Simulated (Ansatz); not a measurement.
## Barrier of one jump, O in LiH

Theory: Ansatz, DFT PBE, scalar-relativistic, plane waves, PAW. (420 eV cutoff, 2×2×2 k-mesh, shifted by half a step, Gaussian smearing of 0.02 eV, no spin polarisation)

Host crystal, relaxed:

```yaml
crystal:
  lattice:
    - [0.00000, 2.00355, 2.00355]
    - [2.00355, 0.00000, 2.00355]
    - [2.00355, 2.00355, 0.00000]
  atoms:
    - { symbol: Li, position: [0.00000, 0.00000, 0.00000] }
    - { symbol: H, position: [0.50000, 0.50000, 0.50000] }
```

In a supercell of 32 host sites, interstitial O hops to an equivalent place, moving 2.83 Å between the relaxed ends. Climbing-image nudged elastic band at fixed cell with images 0 (start) to 6 (end), the path measured over all atoms, converged to 0.05 eV/Å; the order of the saddle wasn't checked, and the small cell leaves errors of about a tenth of an eV. At the top the atom squeezes straight between two others, where symmetry can hold a band on a ridge, so a bent path, such as one by way of a neighbouring hole, may have a much lower barrier.

Supercell rows in host cell vectors: 1 1 -3; 1 -3 1; -3 1 1. O was set at (0.250, 0.250, 0.250) of the host cell.

At the relaxed start O has 1 H at 0.98 Å.

(1) How high is the barrier, and where does the atom pass?

Results:

(1) 3.20 eV at image 3, where O has 2 H at 1.39 Å, 2 Li at 1.78 Å, 4 Li at 2.36 Å.

Cost: 1 run of about 6.9 core-minutes, on Arm Neoverse V2 (shared hosts).